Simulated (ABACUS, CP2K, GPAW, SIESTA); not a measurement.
# Al: bulk modulus by level of theory

**What was measured.** The bulk modulus of Al (Aluminum) (Fm-3m) is reported as 76.9 GPa (pmc:3831299, doi:10.1107/S0021889813023728). The runs below try to reproduce it.

Symmetry: Fm-3m, No. 225, cubic system. The conventional cell has a = 4.050 Å, b = 4.050 Å, c = 4.050 Å, α = 90.00°, β = 90.00°, γ = 90.00°. Al (site symmetry m-3m) has 12 Al at 2.86 Å as nearest neighbours.

```csv
rung,level,program and potentials,cutoff (eV),k mesh,smearing,core time,chip,bulk modulus (GPa),miss,notes
non-local van der Waals functional,vdW-DF-cx,"GPAW, GPAW PAW data sets (gpaw-data 1.2.1)",600,11 × 11 × 11,fermi-dirac 0.05,15 s,AMD EPYC 9R45 Zen 5,77.8,+1.2 %,potentials made for PBE
GGA,OLYP,"GPAW, PAW data sets generated for this functional",600,11 × 11 × 11,fermi-dirac 0.05,28 s,Intel Xeon Platinum 8559C Emerald Rapids,85.3,+10.9 %,-
GGA,PBEint,"GPAW, PAW data sets generated for this functional",600,11 × 11 × 11,fermi-dirac 0.05,28 s,Intel Xeon Platinum 8488C Sapphire Rapids,83.4,+8.5 %,-
GGA + dispersion,PBEsol+D3(zero damping),"GPAW, PAW data sets generated for this functional",600,11 × 11 × 11,fermi-dirac 0.05,32 s,AMD EPYC 7B13 Zen 3,87.9,+14.3 %,-
GGA,SOGGA,"GPAW, PAW data sets generated for this functional",600,11 × 11 × 11,fermi-dirac 0.05,33 s,AMD EPYC 7B13 Zen 3,83.8,+9.0 %,-
GGA,PBE,"ABACUS, PseudoDojo NC SR 0.4.1 PBE standard, plane waves",558,11 × 11 × 11,fermi-dirac 0.05,40 s,Intel Xeon Platinum 8488C Sapphire Rapids,79.6,+3.5 %,-
GGA,PBEsol,"CP2K, POTENTIAL_UZH Al GTH-PBE-q3; TZVP-MOLOPT-PBE-GTH basis",-,11 × 11 × 11,fermi-dirac 0.05,4.4 min,Arm Neoverse V1,80.9,+5.2 %,atomic basis; potentials made for PBE
GGA,PBEsol,"SIESTA, files PseudoDojo sr-pbesol-0.4.1-standard, DZP (energy shift 0.003 Ry)",-,11 × 11 × 11,fermi-dirac 0.05,7.5 min,Arm Neoverse N1,87.8,+14.2 %,atomic basis
```

Times are single runs on shared hosts and different chips, so they are rough; meshes, cutoffs and the tasks' sizes weigh on the time. Task: equation of state. All rows: no spin polarisation. Smearing widths are in eV. The cell comes from a database and isn't always the measured one. For a metal such meshes aren't converged. Meshes are those of the run's cell of 1 atom unless a note names another. Misses use the values as printed. Runs on faulty files, with rough fits or with known faults for this quantity aren't shown. No row holds spin-orbit coupling.

By rung: GGA 79.6 to 85.3; GGA + dispersion 87.9; non-local van der Waals functional 77.8; GGA in atomic bases 80.9 to 87.8 (GPa). Measured: 76.9 GPa (pmc:3831299, doi:10.1107/S0021889813023728). Closest, coarse meshes and atomic bases left aside, is vdW-DF-cx (+1.2 %), and PBE misses by +3.5 % on plain settings. The runs are for a static lattice, while measurements hold temperature and zero-point motion.
